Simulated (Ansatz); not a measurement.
Crystal: TaN.

```
CELL_PARAMETERS angstrom
0.00000 2.21132 2.21132
2.21132 0.00000 2.21132
2.21132 2.21132 0.00000
ATOMIC_POSITIONS crystal
Ta 0.50000 0.50000 0.50000
N 0.00000 0.00000 0.00000
```

The cell comes from a database or a generator and needn't be the stable form of this composition.

- Program: Ansatz 0.2.0
- Task: relaxation of cell and atoms
- Functional: PBEsol
- Potentials or basis: all-electron LAPW, scalar-relativistic
- Basis error allowed: 0.001 eV/atom
- k mesh: 10 × 10 × 10
- Occupations: fermi-dirac, width 0.05 eV
- Spin: no spin polarisation

At the start: volume 10.81 Å³/atom.

**Question.** Where does the relaxation end?

**Answer.** Over 5 steps the energy falls by 11.8 meV/atom and the volume is 10.47 Å³/atom (-3.2 %); space group Fm-3m (No. 225, to 0.05 Å).

The path:
```tsv
step	energy change (eV)	largest force (eV/Å)	volume (Å³)
1	0.0000	0.0000	21.63
2	-0.0187	0.0000	20.64
3	-0.0235	0.0000	20.96
4	-0.0236	0.0000	20.94
5	-0.0236	0.0000	20.94
```

Final structure:
```cif
data_structure
_symmetry_space_group_name_H-M 'P 1'
_symmetry_Int_Tables_number 1
_cell_length_a 3.0938
_cell_length_b 3.0938
_cell_length_c 3.0938
_cell_angle_alpha 60.000
_cell_angle_beta 60.000
_cell_angle_gamma 60.000
_cell_volume 20.94
loop_
_atom_site_label
_atom_site_type_symbol
_atom_site_fract_x
_atom_site_fract_y
_atom_site_fract_z
_atom_site_occupancy
Ta1 Ta 0.50000 0.50000 0.50000 1
N1 N 0.00000 0.00000 0.00000 1
```
